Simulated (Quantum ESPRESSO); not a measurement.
# TiSi2 (Immm) in Quantum ESPRESSO: notebook

One crystal, TiSi2, is run at these levels: LDA; tasks: single point, equation of state.

All numbers are computed with Quantum ESPRESSO 7.5; they aren't measurements. Logs are shortened: lines on timing, memory, paths and dates and some standing lists are left out, and cuts for length are marked.

## (1) Starting point

The structure is orthorhombic, space group Immm (No. 71). The conventional cell has a = 2.946 Å, b = 3.424 Å, c = 8.424 Å, α = 90.00°, β = 90.00°, γ = 90.00°. Around Ti (site symmetry mmm) lie 10 Si at 2.67 to 2.78 Å and 2 Ti at 2.95 Å. Si (site symmetry mm2) has 7 Si at 2.63 to 2.95 Å and 5 Ti at 2.67 to 2.78 Å as nearest neighbours.

The cell comes from a database or a generator and needn't be the stable form of this composition.

## (2) Single point, LDA, 13.31 Å³/atom

pw.in

```
&CONTROL
  calculation = 'scf'
  prefix = 'pwscf'
  outdir = './tmp'
  pseudo_dir = './pseudo'
  tstress = .true.
  disk_io = 'nowf'
/
&SYSTEM
  ibrav = 0
  nat = 3
  ntyp = 2
  ecutwfc = 45
  ecutrho = 360
  nbnd = 16
  occupations = 'smearing'
  smearing = 'fd'
  degauss = 0.00367493
/
&ELECTRONS
  conv_thr = 6d-10
  electron_maxstep = 120
  mixing_beta = 0.5
/
ATOMIC_SPECIES
Ti    47.8670 ti_lda_v1.4.uspp.F.UPF
Si    28.0850 si_lda_v1.uspp.F.UPF
CELL_PARAMETERS angstrom
  -1.4428049511    1.6771787643    4.1260979956
   1.4428049511   -1.6771787643    4.1260979956
   1.4428049511    1.6771787643   -4.1260979956
ATOMIC_POSITIONS crystal
Ti     0.0000000000    0.0000000000    0.0000000000
Si     0.6700780000    0.6700780000    0.0000000000
Si     0.3299220000    0.3299220000    0.0000000000
K_POINTS automatic
12 12 12 0 0 0
```

Potentials or basis: GBRV 1.5 LDA.

On the command line:

```console
$ OMP_NUM_THREADS=1 mpirun -n 2 pw.x -nk 2 -in pw.in > pw.out
```

pw.out:

```text
This program is part of the open-source Quantum ESPRESSO suite
     for quantum simulation of materials; please cite
         "P. Giannozzi et al., J. Phys.:Condens. Matter 21 395502 (2009);
         "P. Giannozzi et al., J. Phys.:Condens. Matter 29 465901 (2017);
         "P. Giannozzi et al., J. Chem. Phys. 152 154105 (2020);
     in publications or presentations arising from this work. More details at

     Message from routine setup:
     using ibrav=0 with symmetry is DISCOURAGED, use correct ibrav instead

     K-points division:     npool     =       2
     Subspace diagonalization in iterative solution of the eigenvalue problem:
     a serial algorithm will be used

     G-vector sticks info
     --------------------
     sticks:   dense  smooth     PW     G-vecs:    dense   smooth      PW
     Sum        1871     925    355                31113    10999    2595

     Using Slab Decomposition

     bravais-lattice index     =            0
     lattice parameter (alat)  =       8.8473  a.u.
     unit-cell volume          =     269.5151 (a.u.)^3
     number of atoms/cell      =            3
     number of atomic types    =            2
     number of electrons       =        20.00
     number of Kohn-Sham states=           16
     kinetic-energy cutoff     =      45.0000  Ry
     charge density cutoff     =     360.0000  Ry
     scf convergence threshold =      6.0E-10
     mixing beta               =       0.5000
     number of iterations used =            8  plain     mixing
     Exchange-correlation= SLA  PZ   NOGX NOGC
                           (   1   1   0   0   0   0   0)

     celldm(1)=   8.847329  celldm(2)=   0.000000  celldm(3)=   0.000000
     celldm(4)=   0.000000  celldm(5)=   0.000000  celldm(6)=   0.000000

     crystal axes: (cart. coord. in units of alat)
               a(1) = (  -0.308173   0.358233   0.881305 )
               a(2) = (   0.308173  -0.358233   0.881305 )
               a(3) = (   0.308173   0.358233  -0.881305 )

     reciprocal axes: (cart. coord. in units 2 pi/alat)
               b(1) = (  0.000000  1.395738  0.567341 )
               b(2) = (  1.622466 -0.000000  0.567341 )
               b(3) = (  1.622466  1.395738  0.000000 )

     PseudoPot. # 1 for Ti read from file:
     ti_lda_v1.4.uspp.F.UPF
     Pseudo is Ultrasoft + core correction, Zval = 12.0
     Generated by new atomic code, or converted to UPF format
     Using radial grid of  851 points,  6 beta functions with:
                l(1) =   0
                l(2) =   0
                l(3) =   1
                l(4) =   1
                l(5) =   2
                l(6) =   2
     Q(r) pseudized with  6 coefficients,  rinner =    1.000   1.000   1.000
                                                       1.000   1.000

     PseudoPot. # 2 for Si read from file:
     si_lda_v1.uspp.F.UPF
     Pseudo is Ultrasoft + core correction, Zval =  4.0
     Generated by new atomic code, or converted to UPF format
     Using radial grid of  899 points,  6 beta functions with:
                l(1) =   0
                l(2) =   0
                l(3) =   1
                l(4) =   1
                l(5) =   2
                l(6) =   2
     Q(r) pseudized with  8 coefficients,  rinner =    0.900   0.900   0.900
                                                       0.900   0.900

     atomic species   valence    mass     pseudopotential
     Ti               12.00    47.86700     Ti( 1.00)
     Si                4.00    28.08500     Si( 1.00)

      8 Sym. Ops., with inversion, found

   Cartesian axes

     site n.     atom                  positions (alat units)
         1        Ti     tau(   1) = (   0.0000000   0.0000000   0.0000000  )
         2        Si     tau(   2) = (  -0.0000000  -0.0000000   1.1810861  )
         3        Si     tau(   3) = (   0.0000000   0.0000000   0.5815238  )

     number of k points=   280  Fermi-Dirac smearing, width (Ry)=  0.0037

     Number of k-points >= 100: set verbosity='high' to print them.

     Dense  grid:    31113 G-vectors     FFT dimensions: (  54,  54,  54)

     Smooth grid:    10999 G-vectors     FFT dimensions: (  40,  40,  40)

     Check: negative core charge=   -0.000006

     Initial potential from superposition of free atoms

     starting charge      18.9988, renormalised to      20.0000

     negative rho (up, down):  7.877E-04 0.000E+00
     Starting wfcs are   18 randomized atomic wfcs

     Self-consistent Calculation

     iteration #  1     ecut=    45.00 Ry     beta= 0.50
     Davidson diagonalization with overlap
     ethr =  1.00E-02,  avg # of iterations =  3.6

     Threshold (ethr) on eigenvalues was too large:
     Diagonalizing with lowered threshold

     Davidson diagonalization with overlap
     ethr =  5.99E-04,  avg # of iterations =  2.2

     negative rho (up, down):  7.153E-04 0.000E+00

     total energy              =    -138.58518300 Ry
     estimated scf accuracy    <       0.13286595 Ry

     iteration #  2     ecut=    45.00 Ry     beta= 0.50
     Davidson diagonalization with overlap
     ethr =  6.64E-04,  avg # of iterations =  2.1

     negative rho (up, down):  5.350E-04 0.000E+00

     total energy              =    -138.60006149 Ry
     estimated scf accuracy    <       0.02830592 Ry

     iteration #  3     ecut=    45.00 Ry     beta= 0.50
     Davidson diagonalization with overlap
     ethr =  1.42E-04,  avg # of iterations =  2.8

     negative rho (up, down):  5.051E-04 0.000E+00

     total energy              =    -138.60517080 Ry
     estimated scf accuracy    <       0.02478347 Ry

     iteration #  4     ecut=    45.00 Ry     beta= 0.50
     Davidson diagonalization with overlap
     ethr =  1.24E-04,  avg # of iterations =  1.9

     negative rho (up, down):  4.339E-04 0.000E+00

     total energy              =    -138.60920743 Ry
     estimated scf accuracy    <       0.00029965 Ry

     iteration #  5     ecut=    45.00 Ry     beta= 0.50
     Davidson diagonalization with overlap
     ethr =  1.50E-06,  avg # of iterations =  6.0

     negative rho (up, down):  3.963E-04 0.000E+00

     total energy              =    -138.60931521 Ry
     estimated scf accuracy    <       0.00005155 Ry

     iteration #  6     ecut=    45.00 Ry     beta= 0.50
     Davidson diagonalization with overlap
     ethr =  2.58E-07,  avg # of iterations =  2.4

     negative rho (up, down):  3.909E-04 0.000E+00

     total energy              =    -138.60932604 Ry
     estimated scf accuracy    <       0.00001674 Ry

     iteration #  7     ecut=    45.00 Ry     beta= 0.50
     Davidson diagonalization with overlap
     ethr =  8.37E-08,  avg # of iterations =  1.7

     negative rho (up, down):  3.895E-04 0.000E+00

     total energy              =    -138.60932935 Ry
     estimated scf accuracy    <       0.00000032 Ry

     iteration #  8     ecut=    45.00 Ry     beta= 0.50
     Davidson diagonalization with overlap
     ethr =  1.59E-09,  avg # of iterations =  4.4

     negative rho (up, down):  3.895E-04 0.000E+00

     total energy              =    -138.60932965 Ry
     estimated scf accuracy    <          4.0E-09 Ry

     iteration #  9     ecut=    45.00 Ry     beta= 0.50
     Davidson diagonalization with overlap
     ethr =  2.01E-11,  avg # of iterations =  3.9

     negative rho (up, down):  3.895E-04 0.000E+00

     total energy              =    -138.60932965 Ry
     estimated scf accuracy    <          5.0E-09 Ry

     iteration # 10     ecut=    45.00 Ry     beta= 0.50
     Davidson diagonalization with overlap
     ethr =  2.01E-11,  avg # of iterations =  2.2

     negative rho (up, down):  3.895E-04 0.000E+00

     End of self-consistent calculation

     Number of k-points >= 100: set verbosity='high' to print the bands.

     the Fermi energy is    13.0492 ev

!    total energy              =    -138.60932965 Ry
     estimated scf accuracy    <          1.9E-12 Ry
     smearing contrib. (-TS)   =      -0.00077335 Ry
     internal energy E=F+TS    =    -138.60855630 Ry

     The total energy is F=E-TS. E is the sum of the following terms:
     one-electron contribution =     -44.09909885 Ry
     hartree contribution      =      31.96560387 Ry
     xc contribution           =     -26.89156406 Ry
     ewald contribution        =     -99.58349726 Ry

     convergence has been achieved in  10 iterations

     Computing stress (Cartesian axis) and pressure

     negative rho (up, down):  3.895E-04 0.000E+00
          total   stress  (Ry/bohr**3)                   (kbar)     P=       24.46
   0.00017763   0.00000000  -0.00000000           26.13        0.00       -0.00
   0.00000000   0.00017876   0.00000000            0.00       26.30        0.00
  -0.00000000  -0.00000000   0.00014236           -0.00       -0.00       20.94

=------------------------------------------------------------------------------=
   JOB DONE.
=------------------------------------------------------------------------------=
```

Wall time 88 s (2 MPI ranks of Arm Neoverse V2, shared host); peak memory 0.3 GiB.

What came out:

* Free energy: -1885.8760 eV
* Pressure: 2.4 GPa
* Band gap on the k mesh: none (metal or under the smearing width)

## (3) Single point, LDA, 13.60 Å³/atom

Changes to pw.in since step 2:

```diff
@@ -28,5 +28,5 @@
 CELL_PARAMETERS angstrom
-  -1.4428049511    1.6771787643    4.1260979956
-   1.4428049511   -1.6771787643    4.1260979956
-   1.4428049511    1.6771787643   -4.1260979956
+  -1.4529658841    1.6889902715    4.1551559811
+   1.4529658841   -1.6889902715    4.1551559811
+   1.4529658841    1.6889902715   -4.1551559811
 ATOMIC_POSITIONS crystal
```

Potentials or basis: GBRV 1.5 LDA.

On the command line:

```console
$ OMP_NUM_THREADS=1 mpirun -n 2 pw.x -nk 2 -in pw.in > pw.out
```

Run time: 88 s. Hardware: 2 MPI ranks of Arm Neoverse V2, shared host; peak memory 0.32 GiB.

Results (log left out):

* Free energy: -1885.8801 eV
* Pressure: -0.9 GPa
* Band gap on the k mesh: none (metal or under the smearing width)

## (4) Single point, LDA, 13.88 Å³/atom

Changes to pw.in since step 3:

```diff
@@ -28,5 +28,5 @@
 CELL_PARAMETERS angstrom
-  -1.4529658841    1.6889902715    4.1551559811
-   1.4529658841   -1.6889902715    4.1551559811
-   1.4529658841    1.6889902715   -4.1551559811
+  -1.4629866552    1.7006388484    4.1838131348
+   1.4629866552   -1.7006388484    4.1838131348
+   1.4629866552    1.7006388484   -4.1838131348
 ATOMIC_POSITIONS crystal
```

On the command line:

```console
$ OMP_NUM_THREADS=1 mpirun -n 2 pw.x -nk 2 -in pw.in > pw.out
```

Run time: 89 s. Hardware: 2 MPI ranks of Arm Neoverse V2, shared host; peak memory 0.32 GiB.

Results (log left out):

* Free energy: -1885.8674 eV
* Pressure: -3.9 GPa
* Band gap on the k mesh: none (metal or under the smearing width)

## (5) Single point, LDA, 14.16 Å³/atom

Changes to pw.in since step 4:

```diff
@@ -28,5 +28,5 @@
 CELL_PARAMETERS angstrom
-  -1.4629866552    1.7006388484    4.1838131348
-   1.4629866552   -1.7006388484    4.1838131348
-   1.4629866552    1.7006388484   -4.1838131348
+  -1.4728720000    1.7121300000    4.2120830000
+   1.4728720000   -1.7121300000    4.2120830000
+   1.4728720000    1.7121300000   -4.2120830000
 ATOMIC_POSITIONS crystal
```

On the command line:

```console
$ OMP_NUM_THREADS=1 mpirun -n 2 pw.x -nk 2 -in pw.in > pw.out
```

Wall time 91 s (2 MPI ranks of Arm Neoverse V2, shared host); peak memory 0.34 GiB.

The run converged. Its results:

```
Free energy            : -1885.8398 eV
Pressure               : -6.5 GPa
Band gap on the k mesh : none (metal or under the smearing width)
```

## (6) Single point, LDA, 14.45 Å³/atom

Changes to pw.in since step 5:

```diff
@@ -28,5 +28,5 @@
 CELL_PARAMETERS angstrom
-  -1.4728720000    1.7121300000    4.2120830000
-   1.4728720000   -1.7121300000    4.2120830000
-   1.4728720000    1.7121300000   -4.2120830000
+  -1.4826264035    1.7234689397    4.2399784024
+   1.4826264035   -1.7234689397    4.2399784024
+   1.4826264035    1.7234689397   -4.2399784024
 ATOMIC_POSITIONS crystal
```

Potentials or basis: GBRV 1.5 LDA.

On the command line:

```console
$ OMP_NUM_THREADS=1 mpirun -n 2 pw.x -nk 2 -in pw.in > pw.out
```

Wall time 91 s (2 MPI ranks of Arm Neoverse V2, shared host); peak memory 0.34 GiB.

Results (log left out):

```
Free energy            : -1885.7988 eV
Pressure               : -8.9 GPa
Band gap on the k mesh : none (metal or under the smearing width)
```

## (7) Single point, LDA, 14.73 Å³/atom

Changes to pw.in since step 6:

```diff
@@ -28,5 +28,5 @@
 CELL_PARAMETERS angstrom
-  -1.4826264035    1.7234689397    4.2399784024
-   1.4826264035   -1.7234689397    4.2399784024
-   1.4826264035    1.7234689397   -4.2399784024
+  -1.4922541174    1.7346606101    4.2675115011
+   1.4922541174   -1.7346606101    4.2675115011
+   1.4922541174    1.7346606101   -4.2675115011
 ATOMIC_POSITIONS crystal
```

On the command line:

```console
$ OMP_NUM_THREADS=1 mpirun -n 2 pw.x -nk 2 -in pw.in > pw.out
```

Wall time 93 s (2 MPI ranks of Arm Neoverse V2, shared host); peak memory 0.34 GiB.

The run converged. Its results:

- Free energy: -1885.7458 eV
- Pressure: -11.1 GPa
- Band gap on the k mesh: none (metal or under the smearing width)

## (8) Single point, LDA, 15.01 Å³/atom

Changes to pw.in since step 7:

```diff
@@ -28,5 +28,5 @@
 CELL_PARAMETERS angstrom
-  -1.4922541174    1.7346606101    4.2675115011
-   1.4922541174   -1.7346606101    4.2675115011
-   1.4922541174    1.7346606101   -4.2675115011
+  -1.5017591770    1.7457097017    4.2946938359
+   1.5017591770   -1.7457097017    4.2946938359
+   1.5017591770    1.7457097017   -4.2946938359
 ATOMIC_POSITIONS crystal
```

On the command line:

```console
$ OMP_NUM_THREADS=1 mpirun -n 2 pw.x -nk 2 -in pw.in > pw.out
```

It took 96 s on 2 MPI ranks of Arm Neoverse V2, shared host; peak memory 0.34 GiB.

It converged, with:

```yaml
Free_energy: -1885.6821 eV
Pressure: -13.0 GPa
Band_gap_on_the_k_mesh: none (metal or under the smearing width)
```

## (9) Equation of state, LDA

Potentials or basis: GBRV 1.5 LDA.

No new run: the results of the series are fitted here.

What came out:

| Property | Result |
| --- | --- |
| Equilibrium volume | 13.52 Å³/atom |
| Bulk modulus at fixed shape and positions | 155 GPa |
| Pressure derivative of the bulk modulus | 4.3 |

Energy against volume, from the lowest point:
```tsv
volume (Å³/atom)	energy (meV/atom)
13.313	1.36
13.596	0.00
13.879	4.22
14.162	13.43
14.446	27.10
14.729	44.77
15.012	66.00
```

Caveat: the cell was scaled at fixed shape and fractional positions, which overstates the stiffness of a crystal with free parameters, most of all of layers and chains.
